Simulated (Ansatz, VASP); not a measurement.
# Al2O3: VASP beside Ansatz

Contents of INCAR:

```
PREC = Accurate
ENCUT = 520
EDIFF = 1E-6
ISMEAR = 0
SIGMA = 0.1
LREAL = False
LASPH = True
NELM = 80
ALGO = Normal
ISIF = 2
LWAVE = False
LCHARG = False
LDIPOL = True
IDIPOL = 3
DIPOL = 0.5 0.5 0.500
GGA = PE
NBANDS = 20
```

KPOINTS

```
Automatic mesh
0
Gamma
  6 6 1
```

POSCAR

```
Al2O3
1.0
    4.2228450000      0.0000000000      0.0000000000
   -2.1114220000      3.6570910000      0.0000000000
    0.0000000000      0.0000000000     16.0000000000
Al O
2 3
Direct
    0.3333333300      0.6666666700      0.5568963000
    0.6666666700      0.3333333300      0.4431037000
    0.0000000000      0.0000000000      0.5000000000
    0.3333333300      0.6666666700      0.4423823500
    0.6666666700      0.3333333300      0.5576176500
```

Input for Ansatz:

```yaml
crystal:
  lattice:
    - [4.222845, 0.0, 0.0]
    - [-2.111422, 3.657091, 0.0]
    - [0.0, 0.0, 16.0]
  atoms:
    - { symbol: Al, position: [0.33333333, 0.66666667, 0.5568963] }
    - { symbol: Al, position: [0.66666667, 0.33333333, 0.4431037] }
    - { symbol: O, position: [0.0, 0.0, 0.5] }
    - { symbol: O, position: [0.33333333, 0.66666667, 0.44238235] }
    - { symbol: O, position: [0.66666667, 0.33333333, 0.55761765] }
  periodic: [true, true, false]
basis:
  ecutwfc: 420
kpoints:
  mp_grid: { grid: [6, 6, 1] }
hamiltonian:
  xc: pbe
scf:
  occupations: { method: gaussian, width: 0.1 }
  lower_state_search: "off"
output:
  forces: true
  stress: true
  eigenvalues: true
```

Alike in both runs: task single point; functional PBE; k mesh 6 × 6 × 1; occupations gaussian, width 0.1 eV; no spin polarisation.

|  | VASP | Ansatz |
| --- | --- | --- |
| version | VASP 6.6.1 | Ansatz 0.2.0 |
| potentials or method | VASP PAW PBE potentials, release 64 (Al, O) | scalar-relativistic, plane waves, PAW |
| plane-wave cutoff (eV) | 520 | 420 |
| valence electrons in the cell | 24 | 24 |

VASP gave:

```
gap on the k mesh at the Fermi level (eV) : none
rms of the force components (eV/Å)        : 1.109
```

Problem. Which values does Ansatz return?

Solution. gap on the k mesh at the Fermi level (eV): none; rms of the force components (eV/Å): 1.123.

Atom by atom the forces differ by 0.025 eV/Å (rms over components). A gap of «none» marks a metal or a gap that the smearing closes. Ansatz warned: «slab_cell_height_set».
